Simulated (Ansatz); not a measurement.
# BaS: the cost of one run

Computed with Ansatz 0.2.0 (DFT PBEsol, scalar-relativistic, plane waves, PAW, unless a step's input says otherwise).

1 further run of the same task is left out (set aside as unsound or not needed).

## 1. The starting structure

It takes space group Fm-3m (No. 225, cubic). Conventional cell: a = 6.388 Å, b = 6.388 Å, c = 6.388 Å, α = 90.00°, β = 90.00°, γ = 90.00°. Around Ba (site symmetry m-3m) lie 6 S at 3.19 Å. S (site symmetry m-3m) is surrounded by 6 Ba at 3.19 Å.

Structure file:

```cif
data_structure
_symmetry_space_group_name_H-M 'P 1'
_symmetry_Int_Tables_number 1
_cell_length_a 4.5166
_cell_length_b 4.5166
_cell_length_c 4.5166
_cell_angle_alpha 60.000
_cell_angle_beta 60.000
_cell_angle_gamma 60.000
_cell_volume 65.15
loop_
_atom_site_label
_atom_site_type_symbol
_atom_site_fract_x
_atom_site_fract_y
_atom_site_fract_z
_atom_site_occupancy
Ba1 Ba 0.00000 0.00000 0.00000 1
S1 S 0.50000 0.50000 0.50000 1
```

The structure comes from the Crystallography Open Database.

(A quick probe on a coarse mesh, which set the mesh and smearing, is not shown.)

## 3. Full relaxation

input.yaml reads:

```yaml
crystal:
  lattice:
    - [0.0, 3.19375, 3.19375]
    - [3.19375, 0.0, 3.19375]
    - [3.19375, 3.19375, 0.0]
  atoms:
    - { symbol: Ba, position: [0.0, 0.0, 0.0] }
    - { symbol: S, position: [0.5, 0.5, 0.5] }
basis:
  ecutwfc: 420
kpoints:
  mp_grid: { grid: [8, 8, 8] }
hamiltonian:
  xc: pbesol
scf:
  occupations: { method: gaussian, width: 0.02 }
output:
  forces: true
  stress: true
  eigenvalues: true
relax:
  adjacent_minimum: "off"
  f_tol: 0.005
  max_steps: 80
  cell: { stress_tol: 0.05 }
```

Q: Estimate wall time and peak memory on 1 thread of an Arm CPU, shared host.

About 6.2 s, with a peak of 0.33 GiB.
